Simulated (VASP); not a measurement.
# CoO (P3m1) in VASP: a series of runs

Aim: see how the results for CoO move with the level of theory and the settings. Levels: PBE, LDA. Tasks: single point.

Program: VASP 6.6.1. These are calculated values, not measurements. Logs are shortened: lines on timing, memory, paths and dates and some standing lists are left out, and cuts for length are marked.

## Step 1: The crystal as given

It takes space group P6_3mc (No. 186, hexagonal). Conventional cell: a = 3.198 Å, b = 3.198 Å, c = 5.229 Å, α = 90.00°, β = 90.00°, γ = 120.00°. Co (site symmetry 3m) is surrounded by 4 O at 1.93 to 1.97 Å. O (site symmetry 3m) has 4 Co at 1.93 to 1.97 Å as nearest neighbours.

Measurements of this composition are mostly on another form, of space group No. 225.

## Step 2: Single point, PBE, collinear spin, ferromagnetic start

INCAR reads:

```
PREC = Accurate ; ENCUT = 520
EDIFF = 1E-6 ; ISMEAR = -1
SIGMA = 0.05 ; LREAL = False
LASPH = True ; NELM = 150
ALGO = Normal ; ISIF = 2
LWAVE = False ; LCHARG = False
ISPIN = 2 ; MAGMOM = 3.5 3.5 0 0
LORBIT = 11 ; LMAXMIX = 4
GGA = PE ; NBANDS = 27
```

KPOINTS reads:

```
regular mesh
0
Gamma
  10 10 5
```

POSCAR reads:

```
CoO
1.0
    3.1976457435      0.0000000000      0.0000000000
   -1.5988228718      2.7692424462      0.0000000000
    0.0000000000      0.0000000000      5.2287097100
Co O
2 2
Direct
    0.3333333333      0.6666666667      0.5033624100
    0.0000000000      0.0000000000      0.0034741400
    0.3333333333      0.6666666667      0.8715556000
    0.0000000000      0.0000000000      0.3716088500
```

Potentials or basis: VASP PAW PBE potentials, release 64 (Co, O).

Started as:

```
$ cat potpaw_PBE.64/Co/POTCAR potpaw_PBE.64/O/POTCAR > POTCAR
$ mpirun -np 1 vasp_std > vasp.out
```

OUTCAR:

```text
PREC = Accurate
   ENCUT = 520
   EDIFF = 1E-6
   ISMEAR = -1
   LREAL = False
   LASPH = True
   NELM = 150
   ISIF = 2
   ISPIN = 2
   LORBIT = 11
   GGA = PE

 ion  position               nearest neighbor table
   1  0.333  0.667  0.503-   3 1.93   4 1.97   4 1.97   4 1.97
   2  0.000  0.000  0.003-   4 1.92   3 1.97   3 1.97   3 1.97
   3  0.333  0.667  0.872-   1 1.93   2 1.97   2 1.97   2 1.97
   4  0.000  0.000  0.372-   2 1.92   1 1.97   1 1.97   1 1.97

  LATTYP: Found a hexagonal cell.
 ALAT       =     3.1976457435
 C/A-ratio  =     1.6351747909

  Lattice vectors:

 A1 = (   3.1976457435,   0.0000000000,   0.0000000000)
 A2 = (  -1.5988228718,   2.7692424462,   0.0000000000)
 A3 = (   0.0000000000,   0.0000000000,   5.2287097100)

Analysis of symmetry for initial positions (statically):
=====================================================================
 Subroutine PRICEL returns:
 Original cell was already a primitive cell.

 Routine SETGRP: Setting up the symmetry group for a
 hexagonal supercell.

 Subroutine GETGRP returns: Found  6 space group operations
 (whereof  6 operations were pure point group operations)
 out of a pool of 24 trial point group operations.

The static configuration has the point symmetry C_3v.

Analysis of symmetry for dynamics (positions and initial velocities):
=====================================================================
 Subroutine PRICEL returns:
 Original cell was already a primitive cell.

 Routine SETGRP: Setting up the symmetry group for a
 hexagonal supercell.

 Subroutine GETGRP returns: Found  6 space group operations
 (whereof  6 operations were pure point group operations)
 out of a pool of 24 trial point group operations.

The dynamic configuration has the point symmetry C_3v.

Analysis of structural, dynamic, and magnetic symmetry:
=====================================================================
 Subroutine PRICEL returns:
 Original cell was already a primitive cell.

 Routine SETGRP: Setting up the symmetry group for a
 hexagonal supercell.

 Subroutine GETGRP returns: Found  6 space group operations
 (whereof  6 operations were pure point group operations)
 out of a pool of 24 trial point group operations.

The overall configuration has the point symmetry C_3v.

 Subroutine INISYM returns: Found  6 space group operations
 (whereof  6 operations are pure point group operations),
 and found     1 'primitive' translations

----------------------------------------------------------------------------------------

                                     Primitive cell

  volume of cell :      46.3005

  direct lattice vectors                    reciprocal lattice vectors
     3.197645743  0.000000000  0.000000000     0.312730077  0.180554794  0.000000000
    -1.598822872  2.769242446  0.000000000     0.000000000  0.361109588  0.000000000
     0.000000000  0.000000000  5.228709710     0.000000000  0.000000000  0.191251773

  length of vectors
     3.197645743  3.197645744  5.228709710     0.361109588  0.361109588  0.191251773

  position of ions in fractional coordinates (direct lattice)
     0.333333333  0.666666667  0.503362410
     0.000000000  0.000000000  0.003474140
     0.333333333  0.666666667  0.871555600
     0.000000000  0.000000000  0.371608850

  ion indices of the primitive-cell ions
   primitive index   ion index
                 1           1
                 2           2
                 3           3
                 4           4

----------------------------------------------------------------------------------------

 KPOINTS: regular mesh

Automatic generation of k-mesh.
 Grid dimensions read from file:
 generate k-points for:   10   10    5

 Generating k-lattice:

  Cartesian coordinates                     Fractional coordinates (reciprocal lattice)
     0.031273008  0.018055479  0.000000000     0.100000000 -0.000000000  0.000000000
     0.000000000  0.036110959  0.000000000     0.000000000  0.100000000  0.000000000
     0.000000000  0.000000000  0.038250355     0.000000000  0.000000000  0.200000000

  Length of vectors
     0.036110959  0.036110959  0.038250355

  Shift w.r.t. Gamma in fractional coordinates (k-lattice)
     0.000000000  0.000000000  0.000000000

 Subroutine IBZKPT returns following result:
 ===========================================

 Found     58 irreducible k-points:

 Following reciprocal coordinates:
            Coordinates               Weight
  0.000000  0.000000  0.000000      1.000000
  0.100000  0.000000  0.000000      6.000000
  0.200000  0.000000  0.000000      6.000000
  0.300000  0.000000  0.000000      6.000000
  0.400000  0.000000  0.000000      6.000000
  0.500000  0.000000  0.000000      3.000000
[... 16 lines left out ...]
  0.000000  0.400000  0.200000      6.000000
  0.500000  0.000000  0.200000      6.000000
 [... further k-points ...]
[... 30 lines left out ...]
   NUPDOWN=      -1.0000    fix difference up-down
   EMIN   =  10.00;   EMAX   =-10.00  energy-range for DOS
   EFERMI =   0.00;   METHOD = LEGACY
   ISMEAR =    -1;   SIGMA  =   0.05  broadening in eV -4-tet -1-fermi 0-gaus
   EFERMI_NEDOS =   21; number of points for ismear=-14 and -15
   IALGO  =     38    algorithm
   IMIX   =      4    mixing-type and parameters
     AMIX     =   0.40;   BMIX     =  1.00
     AMIX_MAG =   1.60;   BMIX_MAG =  1.00
  volume/ion in A,a.u.               =      11.58        78.11
  Fermi-wavevector in a.u.,A,eV,Ry     =   1.416620  2.677023 27.304329  2.006812
  Thomas-Fermi vector in A             =   2.537935
   LORBIT       =     11    0 simple, 1 ext, 2 COOP (PROOUT), +10 PAW based schemes
   GGA     = PE    functional components
   LHFCALC =     F    Hartree Fock is set to
   AEXX    =    0.0000 exact exchange contribution
   IVDW    =     0    specifies the selected vdW correction
   LEPSILON=     F    determine dielectric tensor
   LRPA    =     F    only Hartree local field effects (RPA)
 spin polarized calculation
  energy-cutoff  :      520.00
  volume of cell :       46.30
 maximum number of plane-waves:      1269
   NGX = 11   NGY = 11   NGZ = 19

 number of electron      30.0000008 magnetization       5.8515681

 Free energy of the ion-electron system (eV)
  ---------------------------------------------------
  ext. energy  EPLUGINS =         0.00000000
  ---------------------------------------------------
  free energy    TOTEN  =       -26.62373137 eV

  energy without entropy =      -26.60518458  energy(sigma->0) =      -26.61445798

 E-fermi :   6.0080     XC(G=0): -11.1117

 val. band max:        5.9931070237   @ k =   0.2000   0.0000   0.0000
 cond. band min:       6.0088754340   @ k =   0.4000   0.2000   0.0000
 fundamental gap:      0.0157684102
 Fermi energy:         6.0079590840

 spin component 1

 k-point     1 :       0.0000    0.0000    0.0000
  band No.  band energies     occupation
      1     -13.9703      1.00000
      2     -13.3409      1.00000
      3      -0.9989      1.00000
      4      -0.2193      1.00000
      5      -0.0550      1.00000
      6      -0.0550      1.00000
[... 19 lines left out ...]
     26      20.7752      0.00000
     27      22.1636      0.00000
[... 667 lines left out ...]
      5       0.1775      1.00000
      6       0.2673      1.00000
[... 19 lines left out ...]
     26      19.9462      0.00000
     27      21.3482      0.00000

 [... further k-points ...]

 spin component 2

 k-point     1 :       0.0000    0.0000    0.0000
  band No.  band energies     occupation
      1     -13.4172      1.00000
      2     -12.7555      1.00000
      3      -0.4642      1.00000
      4       1.0813      1.00000
      5       1.2318      1.00000
      6       1.2318      1.00000
[... 19 lines left out ...]
     26      21.2869      0.00000
     27      23.2212      0.00000
[... 667 lines left out ...]
      5       0.9518      1.00000
      6       1.3546      1.00000
[... 19 lines left out ...]
     26      20.6290      0.00000
     27      22.1919      0.00000

 [... further k-points ...]

------------------------ aborting loop because EDIFF is reached ----------------------------------------

  FORCE on cell =-STRESS in cart. coord.  units (eV):
  Direction    XX          YY          ZZ          XY          YZ          ZX
  --------------------------------------------------------------------------------------
  -------------------------------------------------------------------------------------
  Total        0.0771447      0.0771447      1.0613667     -0.0000000     -0.0000000      0.0000000
  in kB        2.6695042      2.6695042     36.7274014     -0.0000000     -0.0000000      0.0000000
  external PRESSURE =      14.0221366 kB  Pullay stress =       0.0000000 kB

 VOLUME and BASIS-vectors are now :
 -----------------------------------------------------------------------------
  energy-cutoff  :      520.00
  volume of cell :       46.30
      direct lattice vectors                 reciprocal lattice vectors
     3.197645743  0.000000000  0.000000000     0.312730077  0.180554794  0.000000000
    -1.598822872  2.769242446  0.000000000     0.000000000  0.361109588  0.000000000
     0.000000000  0.000000000  5.228709710     0.000000000  0.000000000  0.191251773

 POSITION                                       TOTAL-FORCE (eV/Angst)
 -----------------------------------------------------------------------------------
     -0.00000      1.84616      2.63194         0.000000      0.000000     -0.302839
      0.00000      0.00000      0.01817        -0.000000     -0.000000     -0.309722
     -0.00000      1.84616      4.55711         0.000000      0.000000      0.306961
      0.00000      0.00000      1.94303        -0.000000      0.000000      0.305600
 -----------------------------------------------------------------------------------
    total drift:                               -0.000000     -0.000001     -0.001135

  FREE ENERGIE OF THE ION-ELECTRON SYSTEM (eV)
  ---------------------------------------------------
  free  energy   TOTEN  =       -26.6237313696 eV

  energy  without entropy=      -26.6051845848  energy(sigma->0) =      -26.61445798

 total charge

# of ion       s       p       d       tot
------------------------------------------
    1        0.348   0.435   7.191   7.974
    2        0.348   0.435   7.191   7.973
    3        1.551   3.447   0.000   4.997
    4        1.551   3.447   0.000   4.997
--------------------------------------------------
tot          3.798   7.763  14.381  25.942

 magnetization (x)

# of ion       s       p       d       tot
------------------------------------------
    1        0.016   0.059   2.420   2.496
    2        0.016   0.059   2.420   2.496
    3        0.022   0.290   0.000   0.311
    4        0.022   0.289   0.000   0.311
--------------------------------------------------
tot          0.076   0.697   4.841   5.614
```

Run time: 84 s. Hardware: 1 thread of AMD EPYC 9R45 (Zen 5), shared host; peak memory 0.21 GiB.

What came out:

```
Free energy                                           : -26.6237 eV
Pressure                                              : 1.4 GPa
Largest force                                         : 0.310 eV/Å
Band gap on the k mesh                                : none (metal or under the smearing width)
Net moment                                            : 5.85 μB per cell
Site moments                                          : Co +2.50; O +0.31 μB
Valence electrons inside the program's atomic spheres : Co 7.97; O 5.00
```

Forces in eV/Å, atoms in the order of the input:
```
Co   0.000  0.000 -0.303
Co   0.000  0.000 -0.310
O    0.000  0.000  0.307
O    0.000  0.000  0.306
```

Caveat: semilocal functionals often make such compounds metallic where correlation or magnetic order opens a gap, which also shifts bond lengths. With open d or f shells a metallic result of PBE can be an artefact of self-interaction; +U or a hybrid may open a gap.

## Step 3: Single point, LDA, collinear spin, ferromagnetic start

INCAR reads:

```
ALGO = Fast
EDIFF = 1E-7
ENCUT = 520
ISIF = 2
ISMEAR = 0
ISPIN = 2
LASPH = True
LCHARG = False
LMAXMIX = 4
LORBIT = 11
LREAL = False
LWAVE = False
MAGMOM = 2 2 0 0
NELM = 100
PREC = Accurate
SIGMA = 0.05
```

KPOINTS reads:

```
k-points
0
Gamma
  10 10 5
```

POSCAR reads:

```
CoO
1.0
    3.1976457435      0.0000000000      0.0000000000
   -1.5988228718      2.7692424462      0.0000000000
    0.0000000000      0.0000000000      5.2287097100
Co O
2 2
Cartesian
   -0.0000000002      1.8461616309      2.6319359208
    0.0000000000      0.0000000000      0.0181652696
   -0.0000000002      1.8461616309      4.5571112285
    0.0000000000      0.0000000000      1.9430348023
```

Potentials or basis: VASP PAW LDA potentials, release 64 (Co, O).

Started as:

```
$ cat potpaw_LDA.64/Co/POTCAR potpaw_LDA.64/O/POTCAR > POTCAR
$ mpirun -np 1 vasp_std > vasp.out
```

It took 2.7 min on 1 thread of Intel Xeon Platinum 8375C at 2.90GHz (Ice Lake), shared host; peak memory 0.2 GiB.

The run converged. Its results:

| Quantity | Value |
| --- | --- |
| Free energy | -29.6959 eV |
| Pressure | -16.4 GPa |
| Largest force | 0.273 eV/Å |
| Band gap on the k mesh | none (metal or under the smearing width) |
| Net moment | 5.29 μB per cell |
| Site moments | Co +2.27; O +0.29 μB |
| Valence electrons inside the program's atomic spheres | Co 8.00; O 4.94 |

Forces on the atoms (eV/Å):
```
Co   0.000  0.000 -0.269
Co   0.000  0.000 -0.273
O    0.000  0.000  0.271
O    0.000  0.000  0.271
```

Stress tensor (GPa, compression positive):
```
-17.64   0.00   0.00
  0.00 -17.64   0.00
  0.00   0.00 -13.90
```

Levels at points of the mesh, in eV from the Fermi level:
Spin up:
| k point | band 15 | band 16 | band 17 | band 18 | band 19 | band 20 | band 21 |
| --- | --- | --- | --- | --- | --- | --- | --- |
| (0.00, 0.00, 0.00) | -0.42 | 0.16 | 0.43 | 0.48 | 0.48 | 5.46 | 7.08 |
| (0.50, 0.00, 0.00) | -1.59 | -1.51 | -0.45 | -0.29 | 5.70 | 6.07 | 7.26 |
Spin down:
| k point | band 8 | band 9 | band 10 | band 11 | band 12 | band 13 | band 14 | band 15 | band 16 | band 17 |
| --- | --- | --- | --- | --- | --- | --- | --- | --- | --- | --- |
| (0.00, 0.00, 0.00) | -4.66 | -0.68 | -0.68 | -0.14 | -0.14 | -0.12 | 0.67 | 1.35 | 1.35 | 2.21 |
| (0.50, 0.00, 0.00) | -4.43 | -0.86 | -0.80 | -0.18 | -0.04 | -0.04 | -0.01 | 0.47 | 0.54 | 1.39 |

Caveat: so large a pressure means that the cell lies far from this level's equilibrium, or that cutoff or potentials fall short; semilocal functionals often make such compounds metallic where correlation or magnetic order opens a gap, which also shifts bond lengths. With open d or f shells a metallic result of LDA can be an artefact of self-interaction; +U or a hybrid may open a gap.

## Step 4: Single point, LDA, collinear spin, ferromagnetic start

run.py reads:

```python
from ase.calculators.vasp import Vasp
from ase.dft.bandgap import bandgap
from ase.io import read

atoms = read('CoO.cif', primitive_cell=True, subtrans_included=False)
atoms.set_initial_magnetic_moments([2.0, 2.0, 0.0, 0.0])
calc = Vasp(
    directory='calc',
    xc='lda',
    pp='LDA',
    setups='materialsproject',
    prec='Accurate',
    encut=520,
    ediff=1e-07,
    ismear=0,
    sigma=0.05,
    lreal=False,
    lasph=True,
    nelm=120,
    algo='Fast',
    isif=2,
    lwave=False,
    lcharg=False,
    ispin=2,
    lorbit=11,
    lmaxmix=4,
    kpts=[10, 10, 5],
    gamma=True,
    nbands=27,
)
atoms.calc = calc

print('energy (eV):', atoms.get_potential_energy())
print('free energy (eV):', atoms.get_potential_energy(force_consistent=True))
print('forces (eV/A):')
print(atoms.get_forces())
print('stress (eV/A^3, Voigt):', atoms.get_stress())
print('Fermi level (eV):', calc.get_fermi_level())
print('moment (muB):', atoms.get_magnetic_moment())
print('site moments (muB):', atoms.get_magnetic_moments())
gap, top, bottom = bandgap(calc)
print('band gap (eV):', gap, 'from (spin, k, band)', top, 'to', bottom)
```

CoO.cif reads:

```cif
data_CoO
_cell_length_a 3.19764574
_cell_length_b 3.19764574
_cell_length_c 5.22870971
_cell_angle_alpha 90.00000000
_cell_angle_beta 90.00000000
_cell_angle_gamma 120.00000000
_space_group_name_H-M_alt 'P3m1'
_space_group_name_Hall 'P 3 -2"'
_space_group_IT_number 156
loop_
_space_group_symop_operation_xyz
'x,y,z'
'-y,x-y,z'
'-x+y,-x,z'
'-y,-x,z'
'-x+y,y,z'
'x,x-y,z'
loop_
_atom_site_label
_atom_site_type_symbol
_atom_site_symmetry_multiplicity
_atom_site_Wyckoff_symbol
_atom_site_fract_x
_atom_site_fract_y
_atom_site_fract_z
_atom_site_occupancy
Co1 Co 1 b 0.3333333333 0.6666666667 0.5033624100 1
Co2 Co 1 a 0.0000000000 0.0000000000 0.0034741400 1
O1 O 1 b 0.3333333333 0.6666666667 0.8715556000 1
O2 O 1 a 0.0000000000 0.0000000000 0.3716088500 1
```

Started as:

```
$ python run.py
```

It took 2.4 min on 1 thread of Intel Xeon Platinum 8375C at 2.90GHz (Ice Lake), shared host; peak memory 0.21 GiB.

It converged, with:

| Property | Result |
| --- | --- |
| Free energy | -29.6959 eV |
| Pressure | -16.4 GPa |
| Largest force | 0.273 eV/Å |
| Band gap on the k mesh | none (metal or under the smearing width) |
| Net moment | 5.29 μB per cell |
| Site moments | Co +2.27; O +0.29 μB |
| Valence electrons inside the program's atomic spheres | Co 8.00; O 4.94 |

Forces in eV/Å, atoms in the order of the input:
```
Co   0.000  0.000 -0.269
Co   0.000  0.000 -0.273
O    0.000  0.000  0.271
O    0.000  0.000  0.271
```

Stress tensor (GPa, compression positive):
```
-17.64   0.00   0.00
  0.00 -17.64   0.00
  0.00   0.00 -13.90
```

Levels at points of the mesh, in eV from the Fermi level:
Spin up:
```tsv
k point	band 15	band 16	band 17	band 18	band 19	band 20	band 21	band 22
(0.00, 0.00, 0.00)	-0.42	0.16	0.43	0.48	0.48	5.46	7.08	13.57
(0.50, 0.00, 0.00)	-1.59	-1.51	-0.45	-0.29	5.70	6.07	7.26	9.28
```
Spin down:
| k point | band 9 | band 10 | band 11 | band 12 | band 13 | band 14 | band 15 | band 16 |
| --- | --- | --- | --- | --- | --- | --- | --- | --- |
| (0.00, 0.00, 0.00) | -0.68 | -0.68 | -0.14 | -0.14 | -0.12 | 0.67 | 1.35 | 1.35 |
| (0.50, 0.00, 0.00) | -0.86 | -0.80 | -0.18 | -0.04 | -0.04 | -0.01 | 0.47 | 0.54 |

Caveat: so large a pressure means that the cell lies far from this level's equilibrium, or that cutoff or potentials fall short; semilocal functionals often make such compounds metallic where correlation or magnetic order opens a gap, which also shifts bond lengths.

## Step 5: The reference run

An earlier run on the cell as given: functional PBE; potentials or basis VASP PAW PBE potentials, release 64 (Co, O); cutoff 520 eV; k mesh 10 × 10 × 5; occupations fermi-dirac, width 0.05 eV; collinear spin, ferromagnetic start; starting moments [2.0, 2.0, 0.0, 0.0] μB.

* Pressure: 1.4 GPa
* Largest force: 0.310 eV/Å
* Band gap on the k mesh: none (metal or under the smearing width)
* Net moment: 5.85 μB per cell
* Site moments: Co +2.50; O +0.31 μB
* Valence electrons inside the program's atomic spheres: Co 7.97; O 5.00
